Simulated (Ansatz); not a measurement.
The system is MgO.

```xyz
2
Lattice="0.0000 2.0970 2.0970 2.0970 0.0000 2.0970 2.0970 2.0970 0.0000" Properties=species:S:1:pos:R:3 pbc="T T T"
Mg    0.0000    0.0000    0.0000
O     2.0970    2.0970    2.0970
```

The cell is a database's computed one.

- Program: Ansatz 0.2.0
- Task: single point
- Functional: PBE
- Potentials or basis: Ansatz PAW
- Cutoff: 420 eV (not typed: the program's choice for these potentials)
- k mesh: 11 × 11 × 11
- Occupations: fermi-dirac, width 0.05 eV
- Spin: no spin polarisation

On this cell: pressure 6.9 GPa; largest force zero by symmetry; band gap on the k mesh 4.87 eV, direct.

The same run follows on a disturbed copy (atoms moved at random, drawn with an rms of 0.05 Å):

```
Mg O
1.0
     0.00000    2.09700    2.09700
     2.09700    0.00000    2.09700
     2.09700    2.09700    0.00000
Mg O
1 1
Direct
  0.98355 0.02051 0.98418
  0.50225 0.49698 0.50691
```

Task: What does the disturbed cell give?

Result: The energy moves by +11.4 meV/atom; pressure 7.7 GPa; largest force 0.533 eV/Å; band gap on the k mesh 4.87 eV, direct.

Forces on the atoms (eV/Å):
```
Mg  -0.009  0.530 -0.057
O    0.009 -0.530  0.057
```

Stress tensor (GPa, compression positive):
```
6.70 0.01 0.00
0.01 9.60 0.06
0.00 0.06 6.74
```

Caveats: odd divisions of the mesh miss points on the zone boundary, where band edges often lie, so the gap on the mesh can be too wide.

